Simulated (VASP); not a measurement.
Wanted: the native input for a VASP 6.6.1 run.

- Task: density of states
- Functional: PBE
- Potentials or basis: VASP PAW PBE potentials, release 64 (Te, Sn_d)
- Cutoff: 520 eV
- k mesh: 7 × 7 × 7
- Occupations: gaussian, width 0.02 eV
- Spin: no spin polarisation
- k mesh for the DOS: 11 × 11 × 11
- Occupations for the DOS: tetrahedron
- Further INCAR settings: ALGO = Normal; EDIFF = 1e-06; NBANDS = 17

Crystal: SnTe.

```xyz
2
Lattice="0.0000 3.1509 3.1509 3.1509 0.0000 3.1509 3.1509 3.1509 0.0000" Properties=species:S:1:pos:R:3 pbc="T T T"
Te    3.1509    3.1509    3.1509
Sn    0.0000    0.0000    0.0000
```

The input as run:

POSCAR

```
SnTe
1.0
    0.0000000000      3.1508500000      3.1508500000
    3.1508500000      0.0000000000      3.1508500000
    3.1508500000      3.1508500000      0.0000000000
Te Sn
1 1
Direct
    0.5000000000      0.5000000000      0.5000000000
    0.0000000000      0.0000000000      0.0000000000
```

INCAR.step1

```
SYSTEM = SnTe
PREC = Accurate ; ENCUT = 520
EDIFF = 1E-6 ; ISMEAR = 0
SIGMA = 0.02 ; LREAL = .False.
LASPH = .True. ; NELM = 100
ALGO = Normal ; ISIF = 2
LWAVE = .False. ; LCHARG = .True.
GGA = PE ; NBANDS = 17
```

KPOINTS.step1

```
regular mesh
0
Gamma
  7 7 7
  0 0 0
```

INCAR.step2

```
SYSTEM = SnTe
PREC = Accurate ; ENCUT = 520
EDIFF = 1E-6 ; ISMEAR = -5
SIGMA = 0.02 ; LREAL = .False.
LASPH = .True. ; NELM = 100
ALGO = Normal ; ISIF = 2
LWAVE = .False. ; LCHARG = .False.
GGA = PE ; LORBIT = 10
NBANDS = 17 ; NEDOS = 1001
ICHARG = 11
```

KPOINTS.step2

```
regular mesh
0
Gamma
  11 11 11
  0 0 0
```

Potentials or basis: VASP PAW PBE potentials, release 64 (Te, Sn_d).

Command:

```sh
$ cat potpaw_PBE.64/Te/POTCAR potpaw_PBE.64/Sn_d/POTCAR > POTCAR
$ cp INCAR.step1 INCAR
$ cp KPOINTS.step1 KPOINTS
$ mpirun -np 1 vasp_std > vasp.out
$ cp INCAR.step2 INCAR
$ cp KPOINTS.step2 KPOINTS
$ mpirun -np 1 vasp_std > vasp.out
```

Results of the run:

The valence electrons inside the program's atomic spheres are Te 3.38; Sn 12.09.

Caveat: this odd mesh misses L, where the gap lies, so gap, dielectric constants and Born charges aren't listed.

Run time: 25 s on 1 thread of Intel(R) Xeon(R) 6975P-C (Granite Rapids) (shared host), peak memory 0.22 GiB.
